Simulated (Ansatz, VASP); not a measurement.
# AlH in VASP and in Ansatz

```
Al H
1.0
     1.49219    0.86152    2.45942
    -1.49219    0.86152    2.45942
     0.00000   -1.72303    2.45942
Al H
1 1
Direct
  0.00000 0.00000 0.00000
  0.50000 0.50000 0.50000
```

Alike in both runs: functional PBE; k mesh 24 × 24 × 24; occupations gaussian, width 0.1 eV; no spin polarisation.

Ansatz relaxed the structure, and its values are those at the end. VASP's run is a single point on that final structure, the one shown.

|  | VASP | Ansatz |
| --- | --- | --- |
| version | VASP 6.6.1 | Ansatz 0.2.0 |
| potentials or method | VASP PAW PBE potentials, release 64 (Al, H) | scalar-relativistic, plane waves, PAW |
| plane-wave cutoff (eV) | 520 | 420 |
| valence electrons in the cell | 4 | 4 |

```tsv
	VASP	Ansatz	Ansatz less VASP
gap on the k mesh at the Fermi level (eV)	none	none	-
pressure (GPa)	-0.1	0.0	+0.11
```

A gap of «none» marks a metal or a gap that the smearing closes. With one functional, cell and mesh, what is left measures potentials, basis and numerics.
